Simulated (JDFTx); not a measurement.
# CdO (Monteponite) (Fm-3m) in JDFTx: a series of runs

The runs below take CdO (Monteponite) through single point, with PBE0 (exact-exchange share 0.4), LDA, PBEsol.

All numbers are computed with JDFTx 1.7.0 (patched build); they aren't measurements. Logs are shortened: lines on timing, memory, paths and dates and some standing lists are left out, and cuts for length are marked. The log counts tension as positive stress, the text compression.

**1. Starting point**

It takes space group Fm-3m (No. 225, cubic). The conventional cell has a = 4.699 Å, b = 4.699 Å, c = 4.699 Å, α = 90.00°, β = 90.00°, γ = 90.00°. Cd (site symmetry m-3m) is surrounded by 6 O at 2.35 Å. O (site symmetry m-3m) is surrounded by 6 Cd at 2.35 Å.

**2. Single point, PBE0 (exact-exchange share 0.4)**

CdO.in reads:

```
lattice \
    0.0000000000     2.3495000000     2.3495000000 \
    2.3495000000     0.0000000000     2.3495000000 \
    2.3495000000     2.3495000000     0.0000000000
latt-scale 1.889726124626 1.889726124626 1.889726124626
coords-type Lattice
ion Cd     0.0000000000     0.0000000000     0.0000000000 1
ion O      0.5000000000     0.5000000000     0.5000000000 1

ion-species pseudo/Cd.upf
ion-species pseudo/O.upf
elec-cutoff 51 408
elec-ex-corr hyb-PBE0
exchange-parameters 0.4
kpoint-folding 2 2 2
elec-smearing Fermi 0.0018374661
elec-n-bands 19
electronic-SCF nIterations 100 energyDiffThreshold 1e-07
electronic-minimize nIterations 30 energyDiffThreshold 1e-7
converge-empty-states yes
forces-output-coords Cartesian

dump-name run.$VAR
dump End Ecomponents EigStats BandEigs Kpoints Forces Stress
```

Potentials or basis: PseudoDojo-SR-PBE-0.5-standard with smoothed tails.

The run is started by

```sh
> jdftx -c 1 -i CdO.in -o CdO.out
```

The log of the run:

```text
*************** JDFTx 1.7.0 (patched build) ***************

Input parsed successfully to the following command list (including defaults):

basis kpoint-dependent
converge-empty-states yes
coords-type Lattice
core-overlap-check vector
coulomb-interaction Periodic
davidson-band-ratio 1.1
dump End Forces BandEigs EigStats Ecomponents Stress Kpoints
dump-name run.$VAR
elec-cutoff 51 408
elec-eigen-algo Davidson
elec-ex-corr hyb-PBE0
elec-n-bands 19 1
elec-smearing Fermi 0.00183747
electronic-minimize  \
	dirUpdateScheme      FletcherReeves \
	linminMethod         DirUpdateRecommended \
	nIterations          30 \
	history              15 \
	knormThreshold       0 \
	maxThreshold         no \
	energyDiffThreshold  1e-07 \
	nEnergyDiff          2 \
	convergeAll          no \
	alphaTstart          1 \
	alphaTmin            1e-10 \
	updateTestStepSize   yes \
	alphaTreduceFactor   0.1 \
	alphaTincreaseFactor 3 \
	nAlphaAdjustMax      3 \
	wolfeEnergy          0.0001 \
	wolfeGradient        0.9 \
	abortOnFailedStep    no \
	fdTest               no
electronic-scf  \
	nIterations	100 \
	energyDiffThreshold	1e-07 \
	residualThreshold	1e-07 \
	mixFraction	0.5 \
	qMetric	0.8 \
	history	10 \
	nEigSteps	2 \
	eigDiffThreshold	1e-08 \
	mixedVariable	Density \
	qKerker	0.8 \
	qKappa	-1 \
	verbose	no \
	mixFractionMag	1.5
exchange-parameters  0.4
exchange-regularization WignerSeitzTruncated
fluid None
fluid-ex-corr lda-TF lda-PZ
fluid-gummel-loop 10 1.000000e-05
fluid-minimize  \
	dirUpdateScheme      PolakRibiere \
	linminMethod         DirUpdateRecommended \
	nIterations          100 \
	history              15 \
	knormThreshold       0 \
	maxThreshold         no \
	energyDiffThreshold  0 \
	nEnergyDiff          2 \
	convergeAll          no \
	alphaTstart          1 \
	alphaTmin            1e-10 \
	updateTestStepSize   yes \
	alphaTreduceFactor   0.1 \
	alphaTincreaseFactor 3 \
	nAlphaAdjustMax      3 \
	wolfeEnergy          0.0001 \
	wolfeGradient        0.9 \
	abortOnFailedStep    no \
	fdTest               no
fluid-solvent H2O 55.338 ScalarEOS \
	epsBulk 78.4 \
	pMol 0.92466 \
	epsInf 1.77 \
	Pvap 1.06736e-10 \
	sigmaBulk 4.62e-05 \
	Rvdw 2.61727 \
	Res 1.42 \
	tauNuc 343133 \
	poleEl 15 7 1
forces-output-coords Cartesian
ion Cd   0.000000000000000   0.000000000000000   0.000000000000000 1
ion O   0.500000000000000   0.500000000000000   0.500000000000000 1
ion-species pseudo/Cd.upf
ion-species pseudo/O.upf
ion-width 0
ionic-minimize  \
	dirUpdateScheme      L-BFGS \
	linminMethod         DirUpdateRecommended \
	nIterations          0 \
	history              15 \
	knormThreshold       0.0001 \
	maxThreshold         no \
	energyDiffThreshold  1e-06 \
	nEnergyDiff          2 \
	convergeAll          no \
	alphaTstart          1 \
	alphaTmin            1e-10 \
	updateTestStepSize   yes \
	alphaTreduceFactor   0.1 \
	alphaTincreaseFactor 3 \
	nAlphaAdjustMax      3 \
	wolfeEnergy          0.0001 \
	wolfeGradient        0.9 \
	abortOnFailedStep    no \
	fdTest               no
kpoint   0.000000000000   0.000000000000   0.000000000000  1.00000000000000
kpoint-folding 2 2 2
latt-move-scale 1 1 1
latt-scale 1.88973 1.88973 1.88973
lattice  \
	   0.000000000000000    2.349499999999999    2.349499999999999  \
	   2.349499999999999    0.000000000000000    2.349499999999999  \
	   2.349499999999999    2.349499999999999    0.000000000000000
lattice-minimize  \
	dirUpdateScheme      L-BFGS \
	linminMethod         DirUpdateRecommended \
	nIterations          0 \
	history              15 \
	knormThreshold       0 \
	maxThreshold         no \
	energyDiffThreshold  1e-06 \
	nEnergyDiff          2 \
	convergeAll          no \
	alphaTstart          1 \
	alphaTmin            1e-10 \
	updateTestStepSize   yes \
	alphaTreduceFactor   0.1 \
	alphaTincreaseFactor 3 \
	nAlphaAdjustMax      3 \
	wolfeEnergy          0.0001 \
	wolfeGradient        0.9 \
	abortOnFailedStep    no \
	fdTest               no
lcao-params -1 1e-06 0.00183747
pcm-variant GLSSA13
perturb-minimize  \
	nIterations            0 \
	algorithm              MINRES \
	residualTol            0.0001 \
	residualDiffThreshold  0.0001 \
	CGBypass               no \
	recomputeResidual      no
spintype no-spin
subspace-rotation-factor 1 yes
symmetries automatic
symmetry-threshold 0.0001

---------- Setting up symmetries ----------
[... 5 lines left out ...]
---------- Initializing the Grid ----------
R =
[            0      4.43991      4.43991  ]
[      4.43991            0      4.43991  ]
[      4.43991      4.43991            0  ]
unit cell volume = 175.046
G =
[   -0.70758    0.70758    0.70758  ]
[    0.70758   -0.70758    0.70758  ]
[    0.70758    0.70758   -0.70758  ]
Minimum fftbox size, Smin = [  60  60  60  ]
Chosen fftbox size, S = [  60  60  60  ]

---------- Initializing tighter grid for wavefunction operations ----------
R =
[            0      4.43991      4.43991  ]
[      4.43991            0      4.43991  ]
[      4.43991      4.43991            0  ]
unit cell volume = 175.046
G =
[   -0.70758    0.70758    0.70758  ]
[    0.70758   -0.70758    0.70758  ]
[    0.70758    0.70758   -0.70758  ]
Minimum fftbox size, Smin = [  44  44  44  ]
Chosen fftbox size, S = [  48  48  48  ]

---------- Exchange Correlation functional ----------
Initalized PBE GGA exchange.
Initalized PBE GGA correlation.
Will include 0.4 x exact exchange.

---------- Setting up pseudopotentials ----------
Width of ionic core gaussian charges (only for fluid interactions / plotting) set to 0

Reading pseudopotential file 'pseudo/Cd.upf':
  'Cd' pseudopotential, 'PBE' functional
  Generated using ONCVPSP code by D. R. Hamann
  20 valence electrons, 4 orbitals, 6 projectors, 1001 radial grid points, with lMax = 2
    4S    l: 0   occupation:  2.0   eigenvalue: -3.892418
    4P    l: 1   occupation:  6.0   eigenvalue: -2.461010
    4D    l: 2   occupation: 10.0   eigenvalue: -0.431183
    5S    l: 0   occupation:  2.0   eigenvalue: -0.207991
  Core radius for overlap checks: 1.32 bohrs.

Reading pseudopotential file 'pseudo/O.upf':
  'O' pseudopotential, 'PBE' functional
  Generated using ONCVPSP code by D. R. Hamann
  6 valence electrons, 2 orbitals, 5 projectors, 936 radial grid points, with lMax = 2
    2S    l: 0   occupation:  2.0   eigenvalue: -0.880572
    2P    l: 1   occupation:  4.0   eigenvalue: -0.331869
  Core radius for overlap checks: 1.39 bohrs.

Initialized 2 species with 2 total atoms.

Folded 1 k-points by 2x2x2 to 8 k-points.

---------- Setting up k-points, bands, fillings ----------
Reduced to 3 k-points under symmetry.
Computing the number of bands and number of electrons
Calculating initial fillings.
nElectrons:  26.000000   nBands: 19   nStates: 3

----- Setting up reduced wavefunction bases (one per k-point) -----
average nbasis = 3038.625 , ideal nbasis = 3045.105

----- Initializing Supercell corresponding to k-point mesh -----
Lattice vector linear combinations in supercell:
[   2   0   0  ]
[   0   2   0  ]
[   0   0   2  ]
Supercell lattice vectors:
[  0  8.87982  8.87982  ]
[  8.87982  0  8.87982  ]
[  8.87982  8.87982  0  ]

-------- Setting up exchange kernel --------
Creating Wigner-Seitz truncated kernel on k-point supercell with sample count [  100 100 100 ]
Constructing Wigner-Seitz cell: 12 faces (12 quadrilaterals, 0 hexagons)
Gaussian width for range separation: 0.661612 bohrs.
FFT grid for long-range part: [ 100 100 100 ].
Planning fourier transform ... Done.
Computing truncated long-range part in real space ... Done.
Adding short-range part in reciprocal space ... Done.
Splitting supercell kernel to unit-cell with k-points ... Done.

---------- Setting up exact exchange ----------
Optimizing transforms to minimize k-point pairs ... done (1360 steps).
Reduced 64 k-pairs to 38 under symmetries.
Transforms per reduced k-pair: 1 min, 8 max, 4.2 mean.
Per-iteration cost relative to semi-local calculation ~ 80

---------- Setting up ewald sum ----------
Optimum gaussian width for ewald sums = 2.016531 bohr.
Real space sum over 1331 unit cells with max indices [  5  5  5  ]
Reciprocal space sum over 2197 terms with max indices [  6  6  6  ]

---------- Allocating electronic variables ----------
Initializing wave functions:  linear combination of atomic orbitals
Note: number of bands (19) exceeds available atomic orbitals (14)
Initializing semi-local functional for LCAO:
Initalized PBE GGA exchange.
Initalized PBE GGA correlation.
Cd pseudo-atom occupations:   s ( 2 2 )  p ( 6 )  d ( 10 )
O pseudo-atom occupations:   s ( 2 )  p ( 4 )
	FillingsUpdate:  mu: +0.720809942  nElectrons: 26.000000
LCAOMinimize: Iter:   0  F: -186.7638863177098756  |grad|_K:  2.755e-02  alpha:  1.000e+00
	FillingsUpdate:  mu: +0.589624133  nElectrons: 26.000000
LCAOMinimize: Iter:   1  F: -186.9248643880857514  |grad|_K:  1.571e-02  alpha:  2.326e-01  linmin: -1.647e-01  cgtest:  6.152e-01
LCAOMinimize: Encountered beta<0, resetting CG.
[... 8 lines of inner loops ...]
LCAOMinimize: Iter:   5  F: -186.9500090933196077  |grad|_K:  7.499e-06  alpha:  4.202e-01  linmin:  2.001e-05  cgtest:  1.942e-03
	FillingsUpdate:  mu: +0.508953458  nElectrons: 26.000000
LCAOMinimize: Iter:   6  F: -186.9500091142409417  |grad|_K:  5.738e-07  alpha:  6.870e-01  linmin: -3.837e-05  cgtest:  1.490e-04
LCAOMinimize: Converged (|Delta F|<1.000000e-06 for 2 iters).

-------- Electronic minimization -----------
Will mix electronic density at each iteration.
Constructing ACE exchange operator ... done.

	FillingsUpdate:  mu: +0.508953458  nElectrons: 26.000000
	FillingsUpdate:  mu: +0.430120081  nElectrons: 26.000000
SCF: Cycle:  0   F: -183.315953023021791   dF: -5.668e-02   |Residual|: 9.895e-02   |deigs|: 1.330e-01
	FillingsUpdate:  mu: +0.423212709  nElectrons: 26.000000
SCF: Cycle:  1   F: -183.304546492050406   dF: +1.141e-02   |Residual|: 4.170e-02   |deigs|: 6.246e-03
	FillingsUpdate:  mu: +0.427036577  nElectrons: 26.000000
SCF: Cycle:  2   F: -183.308405532790459   dF: -3.859e-03   |Residual|: 1.612e-02   |deigs|: 2.961e-03
	FillingsUpdate:  mu: +0.426905106  nElectrons: 26.000000
SCF: Cycle:  3   F: -183.307622425812269   dF: +7.831e-04   |Residual|: 2.436e-03   |deigs|: 9.144e-04
	FillingsUpdate:  mu: +0.427113837  nElectrons: 26.000000
SCF: Cycle:  4   F: -183.307972028579371   dF: -3.496e-04   |Residual|: 9.055e-04   |deigs|: 4.858e-04
	FillingsUpdate:  mu: +0.427237398  nElectrons: 26.000000
SCF: Cycle:  5   F: -183.307946282284490   dF: +2.575e-05   |Residual|: 2.601e-04   |deigs|: 1.037e-04
	FillingsUpdate:  mu: +0.427238402  nElectrons: 26.000000
SCF: Cycle:  6   F: -183.307950329187349   dF: -4.047e-06   |Residual|: 5.214e-05   |deigs|: 3.133e-05
	FillingsUpdate:  mu: +0.427249346  nElectrons: 26.000000
SCF: Cycle:  7   F: -183.307972512162195   dF: -2.218e-05   |Residual|: 4.080e-05   |deigs|: 1.477e-05
	FillingsUpdate:  mu: +0.427247217  nElectrons: 26.000000
SCF: Cycle:  8   F: -183.307968356646739   dF: +4.156e-06   |Residual|: 1.687e-05   |deigs|: 7.679e-06
	FillingsUpdate:  mu: +0.427245874  nElectrons: 26.000000
[... 159 lines left out ...]
	FillingsUpdate:  mu: +0.463337749  nElectrons: 26.000000
SCF: Cycle:  0   F: -183.340267291297295   dF: -4.181e-09   |Residual|: 2.355e-08   |deigs|: 1.026e-08
	FillingsUpdate:  mu: +0.463337750  nElectrons: 26.000000
SCF: Cycle:  1   F: -183.340267299057501   dF: -7.760e-09   |Residual|: 2.242e-08   |deigs|: 5.050e-09
SCF: Converged (|Delta E|<1.000000e-07 for 2 iters).

	FillingsUpdate:  mu: +0.463337750  nElectrons: 26.000000
VxxLoop: Iter: 10   F: -183.340267299057501   dF: -1.194e-08
Setting wave functions to eigenvectors of Hamiltonian
Converging empty states (this may take a while): |deigs|: 7.942e-09
Computing exact exchange ... done.

# Stress tensor in Cartesian coordinates [Eh/a0^3]:
[ -9.79775e-05            0            0  ]
[            0 -9.79775e-05            0  ]
[            0            0 -9.79775e-05  ]

# Ionic positions in lattice coordinates:
ion Cd   0.000000000000000   0.000000000000000   0.000000000000000 1
ion O   0.500000000000000   0.500000000000000   0.500000000000000 1

# Forces in Cartesian coordinates:
force Cd  -0.000000000000000   0.000000000000000  -0.000000000000000 1
force O   0.000000000000000  -0.000000000000000   0.000000000000000 1

# Energy components:
   Eewald =     -127.2849549760242951
       EH =       49.2007192031170320
     Eloc =     -159.4827067286912268
      Enl =        1.3794198975115082
      Exc =      -17.7151627701087087
 Exc_core =        4.8328816943804558
      EXX =       -7.1291143752108566
       KE =       72.8586507559685685
-------------------------------------
     Etot =     -183.3402672990575013
       TS =        0.0000000000000004
-------------------------------------
        F =     -183.3402672990575013

IonicMinimize: Iter:   0  F: -183.340267299057501  |grad|_K:       -nan
IonicMinimize: None of the convergence criteria satisfied after 0 iterations.

#--- Lowdin population analysis ---
# oxidation-state Cd +1.591
# oxidation-state O -1.406

Dumping 'run.eigStats' ...
	eMin: -3.563177 at state 0 ( [ +0.000000 +0.000000 +0.000000 ] spin 0 )
	HOMO: +0.399886 at state 1 ( [ +0.000000 +0.000000 +0.500000 ] spin 0 )
	mu  : +0.463338
	LUMO: +0.521423 at state 0 ( [ +0.000000 +0.000000 +0.000000 ] spin 0 )
	eMax: +1.421296 at state 2 ( [ +0.000000 +0.500000 +0.500000 ] spin 0 )
	HOMO-LUMO gap: +0.121537
	Optical gap  : +0.171846 at state 0 ( [ +0.000000 +0.000000 +0.000000 ] spin 0 )
Done!
[note: mu as printed may lie anywhere between the filled and the empty levels]
```

It took 10 min on 1 thread of Intel Xeon 6975P-C (Granite Rapids), shared host; peak memory 0.2 GiB.

These settings aren't checked as converged: the numbers below hold their error.

What came out:

| Property | Result |
| --- | --- |
| Free energy | -4988.9428 eV |
| Pressure | 2.9 GPa |
| Band gap on the k mesh | 3.31 eV, indirect (least direct gap 4.68 eV) |
| Loewdin charges | Cd +1.59; O -1.41 e |

Caveat: the k mesh is coarse (spacing up to 1.16 Å⁻¹), so the values aren't converged, least of all with exact exchange; the atomic charges don't sum to the cell's charge; the hybrid runs on potentials with a model core; the potentials were made for another functional, which shifts forces and pressure.

**3. Single point, LDA**

CdO.in reads:

```
include CdO.lattice
coords-type Lattice
include CdO.ionpos

ion-species pseudo/Cd.upf
ion-species pseudo/O.upf
elec-cutoff 50 400
elec-ex-corr lda-PW
kpoint-folding 5 5 5
elec-smearing Fermi 0.0018374661
elec-n-bands 19
electronic-SCF nIterations 100 energyDiffThreshold 1e-09
electronic-minimize nIterations 30 energyDiffThreshold 1e-7
converge-empty-states yes
forces-output-coords Cartesian

dump-name run.$VAR
dump End Ecomponents EigStats BandEigs Kpoints Forces Stress ElecDensity
```

CdO.lattice reads:

```
lattice \
    0.0000000000     4.4399115298     4.4399115298 \
    4.4399115298     0.0000000000     4.4399115298 \
    4.4399115298     4.4399115298     0.0000000000
```

CdO.ionpos reads:

```
ion Cd     0.0000000000     0.0000000000     0.0000000000 1
ion O      0.5000000000     0.5000000000     0.5000000000 1
```

Potentials or basis: SG15-PBE-1.2 with smoothed tails.

The run is started by

```sh
> jdftx -c 1 -i CdO.in -o CdO.out
```

Run time: 21 s. Hardware: 1 thread of Intel Xeon Platinum 8488C (Sapphire Rapids), shared host; peak memory 0.11 GiB.

Results (log left out):

| Property | Result |
| --- | --- |
| Free energy | -4658.2511 eV |
| Pressure | -6.8 GPa |
| Band gap on the k mesh | none (metal or under the smearing width) |

Levels at points of the mesh, in eV from the Fermi level:
```
           k point  band 10  band 11  band 12  band 13  band 14  band 15  band 16  band 17
(0.00, 0.00, 0.00)    -6.32    -1.48    -1.48    -1.48    -0.75    14.43    16.77    16.77
```

Caveat: the k mesh is coarse (spacing up to 0.46 Å⁻¹), so the values aren't converged; the potentials were made for another functional, which shifts forces and pressure.

**4. Single point, PBEsol**

CdO.in: that of step 3 with these lines changed.

```diff
@@ -7,3 +7,3 @@
 elec-cutoff 50 400
-elec-ex-corr lda-PW
+elec-ex-corr gga-PBEsol
 kpoint-folding 5 5 5
@@ -17,2 +17,2 @@
 dump-name run.$VAR
-dump End Ecomponents EigStats BandEigs Kpoints Forces Stress ElecDensity
+dump End Ecomponents EigStats BandEigs Kpoints Forces Stress ElecDensity KEdensity
```

CdO.lattice is that of step 3.

CdO.ionpos is that of step 3.

Potentials or basis: SG15-PBE-1.2 with smoothed tails.

The run is started by

```sh
> jdftx -c 1 -i CdO.in -o CdO.out
```

The log of the run:

```text
*************** JDFTx 1.7.0 (patched build) ***************

Input parsed successfully to the following command list (including defaults):

basis kpoint-dependent
converge-empty-states yes
coords-type Lattice
core-overlap-check vector
coulomb-interaction Periodic
davidson-band-ratio 1.1
dump End Forces ElecDensity KEdensity BandEigs EigStats Ecomponents Stress Kpoints
dump-name run.$VAR
elec-cutoff 50 400
elec-eigen-algo Davidson
elec-ex-corr gga-PBEsol
elec-n-bands 19 1
elec-smearing Fermi 0.00183747
electronic-minimize  \
	dirUpdateScheme      FletcherReeves \
	linminMethod         DirUpdateRecommended \
	nIterations          30 \
	history              15 \
	knormThreshold       0 \
	maxThreshold         no \
	energyDiffThreshold  1e-07 \
	nEnergyDiff          2 \
	convergeAll          no \
	alphaTstart          1 \
	alphaTmin            1e-10 \
	updateTestStepSize   yes \
	alphaTreduceFactor   0.1 \
	alphaTincreaseFactor 3 \
[... 235 lines left out ...]
SCF: Cycle: 18   F: -171.236706487287876   dF: -8.299e-11   |Residual|: 6.734e-06   |deigs|: 5.338e-06
SCF: Converged (|Delta E|<1.000000e-09 for 2 iters).

Setting wave functions to eigenvectors of Hamiltonian
Converging empty states (this may take a while): |deigs|: 2.258e-05

# Stress tensor in Cartesian coordinates [Eh/a0^3]:
[  2.17724e-05            0            0  ]
[            0  2.17724e-05            0  ]
[            0            0  2.17724e-05  ]

# Ionic positions in lattice coordinates:
ion Cd   0.000000000000000   0.000000000000000   0.000000000000000 1
ion O   0.500000000000000   0.500000000000000   0.500000000000000 1

# Forces in Cartesian coordinates:
force Cd  -0.000000000000000   0.000000000000000  -0.000000000000000 1
force O   0.000000000000000  -0.000000000000000  -0.000000000000000 1

# Energy components:
   Eewald =     -127.2849549762762251
       EH =       37.7316373443239073
     Eloc =     -104.8250120402675094
      Enl =      -18.1698573456793575
      Exc =      -17.2076545535981253
       KE =       58.5192635612884686
-------------------------------------
     Etot =     -171.2365780102088593
       TS =        0.0001284770790122
-------------------------------------
        F =     -171.2367064872878757

IonicMinimize: Iter:   0  F: -171.236706487287876  |grad|_K:  4.341e-42
IonicMinimize: Converged (|grad|_K<1.000000e-04).

Dumping 'run.eigStats' ...
	eMin: -3.174839 at state 0 ( [ +0.000000 +0.000000 +0.000000 ] spin 0 )
	HOMO: +0.515302 at state 2 ( [ +0.000000 +0.000000 +0.400000 ] spin 0 )
	mu  : +0.521263
	LUMO: +0.589007 at state 1 ( [ +0.000000 +0.000000 +0.200000 ] spin 0 )
	eMax: +1.371830 at state 7 ( [ +0.000000 +0.400000 +0.400000 ] spin 0 )
	HOMO-LUMO gap: +0.073705
	Optical gap  : +0.101540 at state 1 ( [ +0.000000 +0.000000 +0.200000 ] spin 0 )
Done!
[note: the HOMO, LUMO and gaps printed at the end count levels as full or empty at half filling, so they show a gap where a level is partly filled]
```

Wall time 25 s (1 thread of Intel Xeon Platinum 8488C (Sapphire Rapids), shared host); peak memory 0.12 GiB.

Results:

* Free energy: -4659.5882 eV
* Pressure: -0.6 GPa
* Band gap on the k mesh: none (metal or under the smearing width)

Caveat: the k mesh is coarse (spacing up to 0.46 Å⁻¹), so the values aren't converged; the potentials were made for another functional, which shifts forces and pressure.
